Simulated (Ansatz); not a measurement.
Crystal: Sr.

```xyz
1
Lattice="0.0000 3.0423 3.0423 3.0423 0.0000 3.0423 3.0423 3.0423 0.0000" Properties=species:S:1:pos:R:3 pbc="T T T"
Sr    0.0000    0.0000    0.0000
```

| Quantity | Value |
| --- | --- |
| Program | Ansatz 0.2.0 |
| Task | single point |
| Functional | PBEsol |
| Potentials or basis | Ansatz PAW |
| Cutoff | 420 eV (not typed: the program's choice for these potentials) |
| k mesh | 8 × 8 × 8 |
| Occupations | fermi-dirac, width 0.05 eV |
| Spin | no spin polarisation |

On this cell: pressure -0.9 GPa; band gap on the k mesh none (metal or under the smearing width).

The same run follows on a disturbed copy (cell strained at random at fixed volume):

```
Sr
1.0
     0.06610    3.01958    2.96526
     3.13463    0.00753    3.02383
     3.12896    3.07248    0.01320
Sr
1
Direct
  0.99000 0.99567 0.01497
```

Question: What does the disturbed cell give?

Answer: The energy (extrapolated to zero smearing) moves by +3.3 meV/atom; pressure -0.9 GPa; band gap on the k mesh none (metal or under the smearing width).

Stress tensor (GPa, compression positive):
```
-1.00 -0.22 -0.28
-0.22 -0.87  0.19
-0.28  0.19 -0.78
```

Caveats: the PAW data sets come from PBE, with cores solved anew for the run's functional, which leaves a small shift of forces and pressure.
